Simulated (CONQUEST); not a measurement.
The system is HgTe (Coloradoite).

```
Hg Te
1.0
     4.54599    0.00000    0.00000
     0.00000    4.54599    0.00000
     0.00000    0.00000    6.42900
Hg Te
2 2
Direct
  0.00000 0.00000 0.00000
  0.50000 0.50000 0.50000
  0.00000 0.50000 0.25000
  0.50000 0.00000 0.75000
```

| Quantity | Value |
| --- | --- |
| Program | CONQUEST 1.3 |
| Task | single point |
| Functional | PBE |
| Potentials or basis | PseudoDojo NC PBE, SZ, grid cutoff 120 Ha |
| k mesh | 6 × 6 × 4 |
| Occupations | fermi-dirac, width 0.05 eV |
| Spin | no spin polarisation |

On this cell: pressure 13.3 GPa; largest force zero by symmetry; band gap on the k mesh none (metal or under the smearing width).

The same run follows on a disturbed copy (atoms moved at random, drawn with an rms of 0.05 Å):

```
CELL_PARAMETERS angstrom
4.54599 0.00000 0.00000
0.00000 4.54599 0.00000
0.00000 0.00000 6.42900
ATOMIC_POSITIONS crystal
Hg 0.49584 0.49711 0.50026
Hg 0.99584 0.99711 0.00026
Te 0.49970 0.99823 0.75049
Te 0.99970 0.49823 0.25049
```

Problem. What does the disturbed cell give?

Solution. The energy (extrapolated to zero smearing) moves by +0.5 meV/atom; pressure 13.3 GPa; largest force 0.121 eV/Å; band gap on the k mesh none (metal or under the smearing width).

Forces on the atoms (eV/Å):
```
Hg   0.113  0.033  0.012
Hg   0.113  0.033  0.012
Te  -0.115 -0.038 -0.007
Te  -0.115 -0.038 -0.007
```

The forces don't sum to zero, so they hold noise of the program's grid.

Caveats: the atomic basis is small; the basis of atomic orbitals isn't converged, which shifts pressures, moduli and gaps.
